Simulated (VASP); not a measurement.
# GaN in VASP: how settings move the r2SCAN single point

Aim: see what changed inputs do to the r2SCAN single point of GaN (rocksalt). This is a trial cell built on a prototype, not taken from a measured structure, and it needn't be the compound's ground state.

Program: VASP 6.6.1. PAW datasets, plane waves. (Calculated; spin-unpolarised; the phase may be known or hypothetical.)

**1. The structure to begin with**

The cell comes from an earlier relaxation with r2SCAN in another program.

It is cubic, Fm-3m (No. 225); conventional cell a = 4.217 Å, 9.37 Å³ an atom. Near Ga stand 6 N at 2.11 Å; near N stand 6 Ga at 2.11 Å.

Structure file:

```cif
data_structure
_symmetry_space_group_name_H-M 'P 1'
_symmetry_Int_Tables_number 1
_cell_length_a 2.9819
_cell_length_b 2.9819
_cell_length_c 2.9819
_cell_angle_alpha 60.000
_cell_angle_beta 60.000
_cell_angle_gamma 60.000
_cell_volume 18.75
loop_
_atom_site_label
_atom_site_type_symbol
_atom_site_fract_x
_atom_site_fract_y
_atom_site_fract_z
_atom_site_occupancy
Ga1 Ga 0.00000 0.00000 0.00000 1
N1 N 0.50000 0.50000 0.50000 1
```

**2. The reference run**

Contents of INCAR:

```
ENCUT = 520.000000
SIGMA = 0.010000
EDIFF = 1.00e-07
ALGO = Normal
METAGGA = R2SCAN
PREC = Accurate
IBRION = -1
ISIF = 2
ISMEAR = 0
NBANDS = 16
NELM = 120
NSW = 0
LASPH = .TRUE.
LCHARG = .TRUE.
LELF = .TRUE.
LWAVE = .FALSE.
LREAL = .FALSE.
```

Contents of KPOINTS:

```
KPOINTS created by Atomic Simulation Environment
0
Gamma
10 10 10
0 0 0
```

Contents of POSCAR:

```
Ga N
 1.0000000000000000
     0.0000000000000000    2.1085152342992446    2.1085152342992446
     2.1085152342992446    0.0000000000000000    2.1085152342992446
     2.1085152342992446    2.1085152342992446    0.0000000000000000
 Ga  N
   1   1
Cartesian
 -0.0000000000000000  0.0000000000000000 -0.0000000000000000
  2.1085152342992446  2.1085152342992446  2.1085152342992446
```

A file KPOINTS_OPT adds named points for the levels; it doesn't enter the self-consistent loop.

Potentials: the recommended PBE PAW datasets, 18 valence electrons.

Command:

```bash
mpirun -np 1 vasp_std
```

The closing lines of the self-consistent loop in OSZICAR:

```text
DAV:  14    -0.209760760952E+02   -0.39311E-07   -0.26645E-06  1920   0.274E-02    0.762E-03
DAV:  15    -0.209760764360E+02   -0.34080E-06   -0.98644E-07  2000   0.117E-02    0.255E-03
DAV:  16    -0.209760764463E+02   -0.10358E-07   -0.65181E-08   920   0.271E-03
   1 F= -.20976076E+02 E0= -.20976076E+02  d E =-.232155E-63
```

Run time: 44 s. Hardware: 1 MPI rank of Intel Xeon Platinum 8488C, shared host; peak memory 0.16 GiB.

It gives: energy (σ→0) -20.9761 eV, pressure 1.35 GPa, gap on the mesh 1.18 eV.

**3. Variant 1**

Edit INCAR of step 2 so:

```diff
@@ -13,5 +13,5 @@
 LASPH = .TRUE.
-LCHARG = .TRUE.
-LELF = .TRUE.
+LCHARG = .FALSE.
 LWAVE = .FALSE.
 LREAL = .FALSE.
+NELECT = 17
```

KPOINTS is that of step 2.

POSCAR is that of step 2.

Command:

```bash
mpirun -np 1 vasp_std
```

Standard output, without the iteration lines:

```text
POSCAR found type information on POSCAR GaN
 POSCAR found :  2 types and       2 ions
 -----------------------------------------------------------------------------
|                                                                             |
|                                                                             |
|     You enforced a specific xc type in the INCAR file but a different       |
|     I HOPE YOU KNOW WHAT YOU ARE DOING!                                     |
|                                                                             |
 -----------------------------------------------------------------------------

 LDA part: xc-table for (None), standard interpolation
 POSCAR, INCAR and KPOINTS ok, starting setup
 FFT: planning ... GRIDC
 FFT: planning ... GRID_SOFT
 FFT: planning ... GRID
 WAVECAR not read
 entering main loop
 the old and the new charge density differ
    0.389E+00
```

OSZICAR:

```text
N       E                     dE             d eps       ncg     rms          rms(c)
DAV:   1     0.432109300682E+02    0.43211E+02   -0.82675E+03  1776   0.197E+03
DAV:   2    -0.266331115009E+02   -0.69844E+02   -0.65303E+02  1704   0.292E+02
DAV:   3    -0.303431215468E+02   -0.37100E+01   -0.36549E+01  1768   0.580E+01
DAV:   4    -0.303762193451E+02   -0.33098E-01   -0.33088E-01  1832   0.579E+00
DAV:   5    -0.303766304703E+02   -0.41113E-03   -0.41112E-03  1832   0.590E-01    0.389E+00
DAV:   6    -0.277292099440E+02    0.26474E+01   -0.81724E-01  1848   0.311E+01    0.188E+00
DAV:   7    -0.277401019004E+02   -0.10892E-01   -0.23102E-01  1680   0.443E+00    0.984E-01
DAV:   8    -0.277485167893E+02   -0.84149E-02   -0.10335E-02  1720   0.157E+00    0.630E-01
DAV:   9    -0.277540939891E+02   -0.55772E-02   -0.40344E-03  1856   0.715E-01    0.104E-01
DAV:  10    -0.277538367581E+02    0.25723E-03   -0.19761E-04  2104   0.365E-01    0.407E-02
DAV:  11    -0.277538054886E+02    0.31269E-04   -0.10295E-04  1976   0.173E-01    0.166E-02
DAV:  12    -0.277537819332E+02    0.23555E-04   -0.16244E-05  1728   0.681E-02    0.164E-03
DAV:  13    -0.277537786984E+02    0.32349E-05   -0.15009E-06  1648   0.117E-02    0.299E-03
DAV:  14    -0.277537798870E+02   -0.11887E-05   -0.39222E-07  1808   0.691E-03    0.425E-04
DAV:  15    -0.277537794905E+02    0.39652E-06   -0.27164E-08   944   0.138E-03    0.854E-05
DAV:  16    -0.277537792066E+02    0.28389E-06   -0.13349E-09   816   0.472E-04    0.452E-05
DAV:  17    -0.277537792841E+02   -0.77523E-07   -0.25074E-10   840   0.160E-04
   1 F= -.27753779E+02 E0= -.27753725E+02  d E =-.109366E-03
```

OUTCAR, selected sections:

```text
k-points           NKPTS =     47   k-points in BZ     NKDIM =     47   number of bands    NBANDS=     16

   NELECT =      17.0000    total number of electrons

   dimension x,y,z NGX =    24 NGY =   24 NGZ =   24
   dimension x,y,z NGXF=    48 NGYF=   48 NGZF=   48

  energy-cutoff  :      520.00
  volume of cell :       18.75
      direct lattice vectors                 reciprocal lattice vectors
     0.000000000  2.108515234  2.108515234    -0.237133691  0.237133691  0.237133691
     2.108515234  0.000000000  2.108515234     0.237133691 -0.237133691  0.237133691
     2.108515234  2.108515234  0.000000000     0.237133691  0.237133691 -0.237133691

 k-points in reciprocal lattice and weights: KPOINTS created by Atomic Simulation Env
   0.00000000  0.00000000  0.00000000       0.001
   0.10000000  0.00000000  0.00000000       0.008
   0.20000000  0.00000000  0.00000000       0.008
   0.30000000  0.00000000  0.00000000       0.008
   0.40000000  0.00000000  0.00000000       0.008
   0.50000000  0.00000000  0.00000000       0.004
   0.10000000  0.10000000  0.00000000       0.006
   0.20000000  0.10000000  0.00000000       0.024
[... 39 more k-points ...]

 E-fermi :   5.9882

 k-point     1 :       0.0000    0.0000    0.0000
  band No.  band energies     occupation
      1     -10.7073      2.00000
      2      -6.2876      2.00000
      3      -6.2876      2.00000
      4      -6.2876      2.00000
      5      -6.2434      2.00000
      6      -6.2434      2.00000
      7       6.2812      0.00000
      8       6.2812      0.00000
      9       6.2812      0.00000
     10      10.4116      0.00000
     11      23.8441      0.00000
     12      23.8441      0.00000
     13      23.8442      0.00000
     14      25.3292      0.00000
     15      25.3294      0.00000
     16      25.3294      0.00000

 k-point     2 :       0.1000    0.0000    0.0000
  band No.  band energies     occupation
      1     -10.5262      2.00000
      2      -6.2955      2.00000
      3      -6.2864      2.00000
      4      -6.2863      2.00000
      5      -6.2522      2.00000
      6      -6.2522      2.00000
      7       5.3189      2.00000
      8       6.3092      0.00000
      9       6.3092      0.00000
     10      11.2229      0.00000
     11      21.4850      0.00000
     12      23.1395      0.00000
     13      23.1396      0.00000
     14      25.2595      0.00000
     15      25.2595      0.00000
     16      25.3531      0.00000

 k-point     3 :       0.2000    0.0000    0.0000
  band No.  band energies     occupation
      1     -10.0065      2.00000
      2      -6.3456      2.00000
      3      -6.3456      2.00000
      4      -6.3192      2.00000
      5      -6.2117      2.00000
      6      -6.2117      2.00000
      7       3.4714      2.00000
      8       6.3888      0.00000
      9       6.3888      0.00000
     10      12.5611      0.00000
     11      19.1978      0.00000
     12      21.3583      0.00000
     13      21.3584      0.00000
     14      25.1154      0.00000
     15      26.2584      0.00000
     16      26.2585      0.00000

[... the tables of k-points 4 to 47 left out ...]

  Total      -11.6906771    -11.6906771    -11.6906771      0.0000000      0.0000000     -0.0000000
  in kB     -999.0564334   -999.0564334   -999.0564334      0.0000000      0.0000000     -0.0000000
  external PRESSURE =    -999.0564334 kB  Pullay stress =       0.0000000 kB

 POSITION                                       TOTAL-FORCE (eV/Angst)
 -----------------------------------------------------------------------------------
      0.00000      0.00000      0.00000         0.000000     -0.000000      0.000000
      2.10852      2.10852      2.10852        -0.000000      0.000000     -0.000000
 -----------------------------------------------------------------------------------
    total drift:                                0.000000     -0.000000     -0.000000

  FREE ENERGIE OF THE ION-ELECTRON SYSTEM (eV)
  ---------------------------------------------------
  free  energy   TOTEN  =       -27.7537792841 eV

  energy  without entropy=      -27.7536699177  energy(sigma->0) =      -27.75372460
```

It took 40 s on 1 MPI rank of Intel Xeon Platinum 8488C, shared host; peak memory 0.15 GiB.

Changed: NELECT = 17. VASP runs to the end. Its total energy is on another scale than the reference's; the pressure goes from 1.4 to -99.9 GPa. The pressure of a charged cell depends on the background and is no physical response. The cell is charged, with a uniform background to balance it.

**4. Variant 2**

Contents of INCAR:

```
ENCUT = 520.000000
SIGMA = 0.010000
ALGO = Normal
METAGGA = R2SCAN
PREC = Accurate
IBRION = -1
ISIF = 2
ISMEAR = 0
NBANDS = 16
NSW = 0
LASPH = .TRUE.
LCHARG = .FALSE.
LWAVE = .FALSE.
LREAL = .FALSE.
EDIFF = 1e-06
NELM = 50
```

KPOINTS is that of step 2.

POSCAR is that of step 2.

Command:

```bash
mpirun -np 1 vasp_std
```

Printed to the terminal (iteration lines stand in OSZICAR):

```text
POSCAR found type information on POSCAR GaN
 POSCAR found :  2 types and       2 ions
 -----------------------------------------------------------------------------
|                                                                             |
|                                                                             |
|     You enforced a specific xc type in the INCAR file but a different       |
|     I HOPE YOU KNOW WHAT YOU ARE DOING!                                     |
|                                                                             |
 -----------------------------------------------------------------------------

 LDA part: xc-table for (None), standard interpolation
 POSCAR, INCAR and KPOINTS ok, starting setup
 FFT: planning ... GRIDC
 FFT: planning ... GRID_SOFT
 FFT: planning ... GRID
 WAVECAR not read
 entering main loop
```

OSZICAR:

```text
N       E                     dE             d eps       ncg     rms          rms(c)
DAV:   1     0.579793580446E+02    0.57979E+02   -0.94695E+03  1776   0.220E+03
DAV:   2    -0.214264875614E+02   -0.79406E+02   -0.74918E+02  1704   0.317E+02
DAV:   3    -0.255531008372E+02   -0.41266E+01   -0.41131E+01  1768   0.628E+01
DAV:   4    -0.255896337442E+02   -0.36533E-01   -0.36527E-01  1832   0.619E+00
DAV:   5    -0.255900875062E+02   -0.45376E-03   -0.45376E-03  1832   0.625E-01    0.688E+00
DAV:   6    -0.209243969613E+02    0.46657E+01   -0.31572E+00  2136   0.411E+01    0.235E+00
DAV:   7    -0.209669229470E+02   -0.42526E-01   -0.41125E-01  1832   0.605E+00    0.162E+00
DAV:   8    -0.209771617321E+02   -0.10239E-01   -0.27851E-02  1792   0.395E+00    0.202E-01
DAV:   9    -0.209760303302E+02    0.11314E-02   -0.70259E-03  2080   0.246E+00    0.807E-02
DAV:  10    -0.209760999989E+02   -0.69669E-04   -0.64725E-04  1712   0.246E-01    0.721E-02
DAV:  11    -0.209760997749E+02    0.22405E-06   -0.20753E-04  1744   0.140E-01    0.444E-02
DAV:  12    -0.209760830437E+02    0.16731E-04   -0.23391E-05  1904   0.631E-02    0.286E-02
DAV:  13    -0.209760760458E+02    0.69979E-05   -0.35916E-07  1360   0.128E-02    0.197E-02
DAV:  14    -0.209760760598E+02   -0.14016E-07   -0.24558E-06  1408   0.247E-02
   1 F= -.20976076E+02 E0= -.20976076E+02  d E =-.946243E-64
```

From OUTCAR:

```text
k-points           NKPTS =     47   k-points in BZ     NKDIM =     47   number of bands    NBANDS=     16

   NELECT =      18.0000    total number of electrons

   dimension x,y,z NGX =    24 NGY =   24 NGZ =   24
   dimension x,y,z NGXF=    48 NGYF=   48 NGZF=   48

  energy-cutoff  :      520.00
  volume of cell :       18.75
      direct lattice vectors                 reciprocal lattice vectors
     0.000000000  2.108515234  2.108515234    -0.237133691  0.237133691  0.237133691
     2.108515234  0.000000000  2.108515234     0.237133691 -0.237133691  0.237133691
     2.108515234  2.108515234  0.000000000     0.237133691  0.237133691 -0.237133691

 k-points in reciprocal lattice and weights: KPOINTS created by Atomic Simulation Env
   0.00000000  0.00000000  0.00000000       0.001
   0.10000000  0.00000000  0.00000000       0.008
   0.20000000  0.00000000  0.00000000       0.008
   0.30000000  0.00000000  0.00000000       0.008
   0.40000000  0.00000000  0.00000000       0.008
   0.50000000  0.00000000  0.00000000       0.004
   0.10000000  0.10000000  0.00000000       0.006
   0.20000000  0.10000000  0.00000000       0.024
[... 39 more k-points ...]

 E-fermi :   7.8340

 k-point     1 :       0.0000    0.0000    0.0000
  band No.  band energies     occupation
      1     -10.3900      2.00000
      2      -6.6371      2.00000
      3      -6.6371      2.00000
      4      -6.6371      2.00000
      5      -6.5676      2.00000
      6      -6.5676      2.00000
      7       7.2114      2.00000
      8       7.2114      2.00000
      9       7.2114      2.00000
     10      10.6201      0.00000
     11      23.2378      0.00000
     12      23.2378      0.00000
     13      23.2378      0.00000
     14      24.7670      0.00000
     15      24.7671      0.00000
     16      24.7697      0.00000

 k-point     2 :       0.1000    0.0000    0.0000
  band No.  band energies     occupation
      1     -10.1927      2.00000
      2      -6.6450      2.00000
      3      -6.6300      2.00000
      4      -6.6299      2.00000
      5      -6.5795      2.00000
      6      -6.5795      2.00000
      7       6.0434      2.00000
      8       7.2347      2.00000
      9       7.2347      2.00000
     10      11.5702      0.00000
     11      20.9135      0.00000
     12      22.5769      0.00000
     13      22.5770      0.00000
     14      24.6518      0.00000
     15      24.6518      0.00000
     16      24.6553      0.00000

 k-point     3 :       0.2000    0.0000    0.0000
  band No.  band energies     occupation
      1      -9.6221      2.00000
      2      -6.6719      2.00000
      3      -6.6718      2.00000
      4      -6.6666      2.00000
      5      -6.5494      2.00000
      6      -6.5493      2.00000
      7       3.9505      2.00000
      8       7.3051      2.00000
      9       7.3051      2.00000
     10      12.9000      0.00000
     11      18.8601      0.00000
     12      20.7786      0.00000
     13      20.7787      0.00000
     14      24.3744      0.00000
     15      25.6716      0.00000
     16      25.6717      0.00000

[... the tables of k-points 4 to 47 left out ...]

  Total        0.1583414      0.1583414      0.1583414      0.0000000      0.0000000     -0.0000000
  in kB       13.5314630     13.5314630     13.5314630      0.0000000      0.0000000     -0.0000000
  external PRESSURE =      13.5314630 kB  Pullay stress =       0.0000000 kB

 POSITION                                       TOTAL-FORCE (eV/Angst)
 -----------------------------------------------------------------------------------
      0.00000      0.00000      0.00000        -0.000000      0.000000      0.000000
      2.10852      2.10852      2.10852         0.000000      0.000000     -0.000000
 -----------------------------------------------------------------------------------
    total drift:                                0.000000     -0.000000     -0.000000

  FREE ENERGIE OF THE ION-ELECTRON SYSTEM (eV)
  ---------------------------------------------------
  free  energy   TOTEN  =       -20.9760760598 eV

  energy  without entropy=      -20.9760760598  energy(sigma->0) =      -20.97607606
```

Run time: 37 s. Hardware: 1 MPI rank of Intel Xeon Platinum 8488C, shared host; peak memory 0.15 GiB.

Changed: EDIFF = 1e-06, NELM = 50. VASP runs to the end. Against the reference the energy moves by less than 0.1 meV/atom.

**5. Comparison**

| run | changed | ending | energy change (meV/atom) | pressure (GPa) | gap on the mesh (eV; negative: overlap) | electronic steps | time | usable |
| --- | --- | --- | --- | --- | --- | --- | --- | --- |
| ref. | – | converged | 0 | 1.4 | 1.18 | 16 | 44 s | yes |
| 1 | NELECT = 17 | converged | – | -99.9 | – | 17 | 40 s | no |
| 2 | EDIFF = 1e-06, NELM = 50 | converged | 0.0 | 1.4 | 1.18 | 14 | 37 s | yes |

Of 2 altered inputs, 1 ended normally on a faulty or unsound input, 1 gave usable results.
